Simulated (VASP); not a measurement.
Set up this calculation in VASP 6.6.1, as the native input.

| Item | Value |
| --- | --- |
| Task | single point |
| Functional | PBE |
| Potentials or basis | VASP PAW PBE potentials, release 64 (W_sv, Se) |
| Cutoff | 520 eV |
| k mesh | 18 × 18 × 1 |
| Occupations | gaussian, width 0.05 eV |
| Spin | no spin polarisation |
| Dipole correction | yes |
| Further INCAR settings | ALGO = Fast; EDIFF = 1e-07 |

The structure of WSe2 lies in POSCAR:

```
WSe2                                    
1.0
    3.3222546888      0.0000000002     -0.0000000000
   -1.6611273393      2.8771569606      0.0000000000
   -0.0000000000      0.0000000000     21.2687574383
  W               Se            
     1     2
Direct
     0.6666666699999979    0.3333333300000021    0.5000080266473645
     0.3333333300000021    0.6666666699999979    0.5789981426509797
     0.3333333300000021    0.6666666699999979    0.4210178984016524
```

These files were run (other wordings do the same):

INCAR

```
  PREC = Accurate
  ENCUT = 520
  EDIFF = 1E-7
  ISMEAR = 0
  SIGMA = 0.05
  LREAL = F
  LASPH = T
  NELM = 60
  ALGO = Fast
  ISIF = 2
  LWAVE = F
  LCHARG = F
  LDIPOL = T
  IDIPOL = 3
  DIPOL = 0.5 0.5 0.500
  GGA = PE
  LVHAR = T
  LVACPOTAV = T
```

KPOINTS

```
Automatic mesh
0
Gamma
  18 18 1
```

Potentials or basis: VASP PAW PBE potentials, release 64 (W_sv, Se).

Command:

```sh
$ cat potpaw_PBE.64/W_sv/POTCAR potpaw_PBE.64/Se/POTCAR > POTCAR
$ mpirun -np 1 vasp_std > vasp.out
```

Results of the run:

- Band gap on the k mesh: 1.54 eV, direct
- Ionisation potential of the upper face: 5.09 eV

Caveat: spin-orbit coupling is left out, which moves the levels of the heavy elements.

It took 2.7 min on 1 thread of Intel(R) Xeon(R) Platinum 8488C (Sapphire Rapids) (shared host), peak memory 0.42 GiB.
